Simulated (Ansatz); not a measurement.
Start from CoPt (space group P4/mmm, No. 123; a = 2.677 Å, c = 3.729 Å; ferromagnetic; relaxed with 0.1 eV smearing). Axes: x, y, z lie along a, b, c of the conventional cell.

Calculations: Ansatz (a program for electronic structure), r2SCAN, PAW, cutoff 500 eV, spin-orbit coupling left out.

Strains are applied to the cell and any free atomic positions relax.

One change was made to it. Results:

```csv
quantity,base,after
energy relative to the base (free energy F),0 meV/atom,+0.6 meV/atom
magnetic state,ferromagnetic,ferromagnetic
"pressure (mean of the normal stresses, compression positive)",0.0 GPa,-1.7 GPa
```

Which of these changes matches the shifts?
(A) tensor shear ε_xy = +3.92 %
(B) uniaxial strain ε_xx = −2.42 %
(C) uniaxial strain ε_yy = +4.75 %
(D) isotropic strain +0.26 %
(E) uniaxial strain ε_yy = −2.94 %

D, isotropic strain +0.26 %. For comparison, the energy relative to the base in the other runs: tensor shear ε_xy = +3.92 % gives +4.8 meV/atom; uniaxial strain ε_yy = +4.75 % gives +36 meV/atom; uniaxial strain ε_xx = −2.42 % gives +12 meV/atom; uniaxial strain ε_yy = −2.94 % gives +18 meV/atom.

Other magnetic orders, which the real material may have, were not ruled out. Whether these cells are dynamically stable was not tested.
